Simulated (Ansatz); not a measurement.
Moving the functional in Hf2S

```cif
data_structure
_symmetry_space_group_name_H-M 'P6_3/mmc'
_symmetry_Int_Tables_number 194
_cell_length_a 3.3743
_cell_length_b 3.3743
_cell_length_c 11.7174
_cell_angle_alpha 90.000
_cell_angle_beta 90.000
_cell_angle_gamma 120.000
_cell_volume 115.54
loop_
_atom_site_label
_atom_site_type_symbol
_atom_site_symmetry_multiplicity
_atom_site_Wyckoff_symbol
_atom_site_fract_x
_atom_site_fract_y
_atom_site_fract_z
_atom_site_occupancy
Hf1 Hf 4 f 0.33333 0.66667 0.10019 1
S1 S 2 b 0.00000 0.00000 0.25000 1
```

The cell comes from a database or a generator and needn't be the stable form of this composition.

Kept alike: task band structure; k mesh 9 × 9 × 3; occupations fermi-dirac, width 0.05 eV; no spin polarisation. Program: Ansatz, Ansatz PAW. Cutoffs run from 420 to 500 eV. The mesh is that of the run's cell of 6 atoms. No spin-orbit coupling.

| run | pressure (GPa) |
| --- | --- |
| A | -6.31 |
| B | 0.92 |
| C | -2.81 |

Pressure is positive in compression, with a Pulay correction for the finite cutoff. For a metal such a mesh leaves the last digits unconverged. All rows use potentials made for PBE.

**Question.** The runs differ in the functional (and the cutoff that goes with it) alone: LDA; PBEsol; r2SCAN. Which run is which?

**Answer.** Run A is LDA; run B is r2SCAN; run C is PBEsol. The pressure runs from -6.31 (LDA) to 0.92 GPa (r2SCAN).
